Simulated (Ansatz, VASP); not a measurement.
Two plane-wave programs on GaN

```
Ga N
1.0
     3.19656    0.00000    0.00000
    -1.59828    2.76830    0.00000
     0.00000    0.00000    5.20857
Ga N
2 2
Cartesian
  0.0000 1.8455 -0.0042
  1.5983 0.9228 2.6001
  0.0000 1.8455 1.9574
  1.5983 0.9228 4.5617
```

Alike in both runs: functional PBE; dispersion D3(BJ); k mesh 12 × 12 × 6; occupations gaussian, width 0.02 eV; no spin polarisation.

Ansatz relaxed the structure, and its values are those at the end. VASP's run is a single point on that final structure, the one shown.

```csv
,VASP,Ansatz
version,VASP 6.6.1,Ansatz 0.2.0
potentials or method,"VASP PAW PBE potentials, release 64 (Ga_d, N)","scalar-relativistic, plane waves, PAW"
plane-wave cutoff (eV),520,420
valence electrons in the cell,36,36
```

Ansatz gave:

```
gap on the k mesh at the Fermi level (eV) : 1.84
least direct gap on the mesh (eV)         : 1.84
pressure (GPa)                            : 0.0
```

Task: What did VASP give for the same quantities?

Result: gap on the k mesh at the Fermi level (eV): 1.85; least direct gap on the mesh (eV): 1.85; pressure (GPa): 0.1.

A hybrid or GW would open this gap; PBE tends to underestimate it.
